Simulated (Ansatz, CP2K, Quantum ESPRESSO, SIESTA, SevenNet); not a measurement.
# Amorphous TiO2 at 3.05 g/cm³ (84 atoms): relaxed, then solved by several programs

Aim: relax amorphous TiO2 at 3.05 g/cm³ (84 atoms), then compare forces, pressure and levels from several programs at that geometry.

These are calculated values.

## (1) Set-up

The cell holds 84 atoms (28 Ti and 56 O), with edges of 10.67, 10.67 and 10.67 Å. Recipe: 84 atoms (28 Ti, 56 O) placed at random at 3.05 g/cm³, melted at 5000 K for 10 ps at fixed volume with the Morse and Coulomb pair potential with partial charges (Pedone, Malavasi, Menziani, Cormack and Segre, J. Phys. Chem. B 110, 11780 (2006)). Quenched from 5000 K to 300 K at 50 K/ps and fixed volume, held 5 ps, then minimised at fixed cell. Then the atoms were relaxed with SevenNet 0 in the fixed cell. Then the atoms were relaxed with CP2K double zeta, PBE.

## (2) The relaxation

CP2K double zeta (DZVP-MOLOPT-SR, GTH-PBE potentials, 640 Ry; k-points Γ) took 32 geometry steps and reached its thresholds. It started from the geometry that SevenNet 0 had relaxed.

Run time: 35 min. Hardware: 4 MPI ranks of Arm Neoverse V1, shared host; peak memory 3.8 GiB.

```tsv
	before	after
energy (meV/atom)	0	-2.2
Ti-O bonds under 2.64 Å	128 at 1.902 Å	130 at 1.911 Å
```

Atoms moved by 0.09 Å r.m.s. and 0.35 Å at most, with the common shift taken off.

## (3) Structure of the relaxed cell

Density 3.05 g/cm³, 14.48 Å³ an atom.

g(r), total and by pair (bins of 0.2 Å):

```tsv
r (Å)	total	O-O	O-Ti	Ti-Ti
1.70	0.57	0.00	1.28	0.00
1.90	3.76	0.00	8.46	0.00
2.10	0.47	0.00	1.06	0.00
2.30	0.10	0.05	0.18	0.00
2.50	0.28	0.49	0.15	0.00
2.70	0.71	1.55	0.04	0.00
2.90	1.62	3.54	0.07	0.14
3.10	1.09	1.89	0.29	1.16
3.30	0.87	1.20	0.34	1.69
3.50	1.08	0.76	0.73	3.72
3.70	0.94	0.61	1.17	1.38
3.90	1.00	0.67	1.55	0.17
4.10	1.05	0.73	1.48	0.58
4.30	0.91	0.65	1.07	1.32
4.50	1.11	0.55	1.73	0.86
4.70	1.21	0.85	1.71	0.67
4.90	1.02	1.03	0.97	1.18
5.10	1.09	1.30	0.88	1.10
```

Bonds by pair of elements; cutoffs follow the first minimum of g(r), held within bounds set by covalent radii, and pairs that aren't listed don't count as bonded:

```tsv
pair A-B	cutoff (Å)	bonds	mean length (Å)	spread (Å)	shortest (Å)	B about A	A about B
O-Ti	2.64	130	1.91	0.156	1.74	2.32	4.64
```

How many atoms have how many bonded neighbours:

```tsv
element	mean	2	3	4	5	6
O	2.32	39	16	1	0	0
Ti	4.64	0	0	13	12	3
```

Bond angles, per cent of each kind in bins of 5°:

```tsv
angle (°)	O-Ti-O	Ti-O-Ti
60–65	0.8	0.0
65–70	0.0	0.0
70–75	4.1	0.0
75–80	4.9	0.0
80–85	4.5	1.1
85–90	8.6	2.1
90–95	3.7	5.4
95–100	9.5	2.1
100–105	16.9	9.7
105–110	13.2	4.3
110–115	9.5	3.2
115–120	8.6	8.6
120–125	2.1	7.5
125–130	1.2	4.3
130–135	1.7	12.9
135–140	1.7	8.6
140–145	1.7	5.4
145–150	0.0	8.6
150–155	1.2	3.2
155–160	1.7	5.4
160–165	0.4	5.4
165–170	2.5	1.1
170–175	0.0	1.1
175–180	1.7	0.0
```

Bond angles (no mean is given where the spread exceeds 20°):

```tsv
angle	count	mean (°)	spread (°)
O-Ti-O	243	-	-
Ti-O-Ti	93	-	-
```

Bond length by coordination (bonds to H left out):

```tsv
element	coordination	atoms	mean bond length (Å)
O	2	39	1.83
O	3	16	2.02
O	4	1	2.16
Ti	4	13	1.83
Ti	5	12	1.94
Ti	6	3	2.04
```

Rings of the network by King's shortest-path rule, up to 12 atoms, one path for each pair of neighbours; H, halogens, alkali and alkaline-earth atoms are left out, and the last column divides by all other atoms, bonded or not:

```tsv
ring size (atoms)	rings	per network atom
4	13	0.155
6	18	0.214
8	41	0.488
10	32	0.381
12	27	0.321
```

For some of the pairs, g(r) has its first main peak near 2.9 Å (O-O), 1.9 Å (O-Ti) and 3.5 Å (Ti-Ti). By these cutoffs 70 % of O atoms have 2 and 46 % of Ti atoms have 4 bonded neighbours. Bonds at O atoms with 2 neighbours average 1.83 Å, against 2.02 Å at those with 3. Rings of 8 atoms are the most common (31 % of those counted); sizes run from 4 to 12, where the search stops.

## (4) The plane-wave reference

Quantum ESPRESSO 7.5: Kohn-Sham DFT, PBE, SSSP efficiency 1.3.0 pseudopotentials, plane waves. Its input for the relaxed cell:

```
&control
  calculation = 'scf'
  pseudo_dir = './pseudo'
  outdir = './tmp'
  disk_io = 'none'
  tprnfor = .true.
  tstress = .true.
/
&system
  ibrav = 0
  nat = 84
  ntyp = 2
  ecutwfc = 60
  ecutrho = 480
  nosym = .true.
  occupations = 'smearing'
  smearing = 'fd'
  degauss = 0.003675
/
&electrons
  conv_thr = 4.2e-07
  electron_maxstep = 100
  mixing_beta = 0.4
  mixing_mode = 'plain'
  diagonalization = 'david'
/
ATOMIC_SPECIES
Ti 47.867 Ti.upf
O 15.999 O.upf
CELL_PARAMETERS angstrom
10.67450 0.00000 0.00000
0.00000 10.67450 0.00000
0.00000 0.00000 10.67450
ATOMIC_POSITIONS crystal
Ti 0.20662 0.86268 0.90992
Ti 0.14701 0.66928 0.67114
Ti 0.04497 0.00852 0.17531
[... 79 atom lines left out ...]
O 0.80540 0.06745 0.66798
O 0.79868 0.09322 0.37485
K_POINTS gamma
```

The job ended after 4.9 min (4 MPI ranks of Arm Neoverse V1, shared host; peak memory 4.1 GiB).

## (5) Side by side

CPU times are from a shared host and are rough.

| level | basis or training data | k-points | own r.m.s. force (meV/Å) | difference from the reference (meV/Å) | pressure (GPa) | Kohn-Sham gap (eV) | CPU time | memory (GiB) |
| --- | --- | --- | --- | --- | --- | --- | --- | --- |
| QE, PBE | plane waves, SSSP efficiency, 60/480 Ry | Γ | 33 | - | -1.15 | 2.93 | 20 min | 4.1 |
| SIESTA DZP, PBE | DZP orbitals, shift 0.01 Ry, mesh 400 Ry | Γ | 56 | 75 | -1.44 | 2.71 | 6.2 min | 2.2 |
| SevenNet 0 | trained on PBE(+U) plane-wave data | - | 88 | 92 | 0.37 | - | 9.9 s | 0.9 |

The gap is the spacing of the highest filled and lowest empty Kohn-Sham level on the mesh; a dash marks partly filled levels, a spacing under 0.15 eV or a method without such levels.

## (6) What came out

Relaxation in the fixed cell lowers the energy by 2 meV/atom at its own level and moves atoms by up to 0.35 Å. By the cutoffs of the final cell 2 bonds formed and 0 were lost, leaving 130. The reference finds an r.m.s. force of 33 meV/Å there and a pressure of -1.15 GPa, at a geometry that CP2K double zeta made.

Forces differ from the reference's by 75 meV/Å (SIESTA DZP, PBE) and 92 meV/Å (SevenNet 0). CP2K double zeta is at its own minimum here, so the reference's force is itself a measure of how the two differ. Pressures lie +1.5 GPa (SevenNet 0) and -0.3 GPa (SIESTA DZP, PBE) from the reference's. The highest filled and lowest empty levels lie 2.93 eV apart in the reference, against 2.71 eV in SIESTA DZP, PBE. By these cutoffs 70 % of O atoms have 2 and 46 % of Ti atoms have 4 bonded neighbours. Rings of 8 atoms are the most common (31 % of those counted); sizes run from 4 to 12, where the search stops.

Caveats: The density was set by the recipe and held. One sample of a disordered cell; defect or tail levels can set the gap. Gaps are read on the mesh, which holds the band edges only if they fold onto it, and semilocal functionals tend to put them under measured ones. The quench rate of 50 K/ps is many orders above laboratory rates, so the cell is likely richer in defects and strain than a real sample. The reference samples only Γ, in a cell whose shortest periodic width is 11 Å. The plane-wave runs aren't exact: their cutoffs and mesh weren't converged further here. SIESTA's automatically made basis is far from complete, and its potentials were converted by us (checked for H, C, O, Si, Ge and Ca alone). Where levels are smeared, the DFT runs use Fermi–Dirac occupations at 580 K (0.05 eV), and energies are free energies.

[Logs are printed without paths, hosts, clocks, repeated set-up lines and the standing remarks that a program may print on its own settings, such as how far it seeks lower states.]

[Hosts, paths, dates, database ids (printed as entryN), source tags and the programs' standing remarks are cut or masked in the printed files.]
